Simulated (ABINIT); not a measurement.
Runs of ABINIT 10.8.3 (patched build) on InP. Symmetry: F-43m, No. 216, cubic system. Conventional cell: a = 5.861 Å, b = 5.861 Å, c = 5.861 Å, α = 90.00°, β = 90.00°, γ = 90.00°. In (site symmetry -43m) is surrounded by 4 P at 2.54 Å. Around P (site symmetry -43m) lie 4 In at 2.54 Å. 

| task | level | potentials or basis | cutoff (eV) | fine-grid cutoff | gap on the mesh (eV) | V0 of scaled cells (Å³/atom) | B0 (GPa) |
| --- | --- | --- | --- | --- | --- | --- | --- |
| band structure | BP86 | JTH PAW PBE v2.0 | 544 | 1088.46 eV | 0.61 | - | - |
| equation of state | LDA-VWN | JTH PAW LDA v2.0 sp | 544 | 1088.46 eV | - | 25.55 | (c) |
| equation of state | revPBE+D3 | JTH PAW PBE v2.0 | 544 | 1088.46 eV | - | 25.90 | (a) |
| band structure | HLE16 | JTH PAW PBE v2.0 sp | 544 | 1088.46 eV | 1.11 | - | - |
| band structure | HLE16 | JTH PAW PBE v2.0 | 544 | 1088.46 eV | 1.30 | - | - |
| band structure | LDA | JTH PAW LDA v2.0 sp | 544 | 1088.46 eV | 0.58 | - | - |
| equation of state | LDA | JTH PAW LDA v2.0 | 408 | 816.342 eV | - | 24.72 | (b) |
| equation of state | PBEsol | JTH PAW PBE v2.0 | 408 | 816.342 eV | - | 25.41 | 66 |

Alike in all rows: no spin polarisation; cell as given; k mesh 8 × 8 × 8; smearing fermi-dirac 0.05 eV.

Question: Estimate the missing entries.

Answer: (a) 60; (b) 71; (c) 73.

Caveats: spin-orbit coupling is left out, which moves the levels of the heavy elements (some runs); pressures at fixed basis lie under the slope of the energies (some runs); the PAW data sets were made with another functional, which shifts forces and pressure a little (some runs); this set keeps more shells in the core, which shifts pressures and gaps (some runs); the potentials were made for a functional far from this one (some runs); the potentials were made for another functional, which shifts forces and pressure (some runs).

A k mesh can miss the band edges, and the runs leave out spin-orbit coupling on In.

The runs don't all hold the same shells in valence.

Runs at the PBE level aren't shown here.
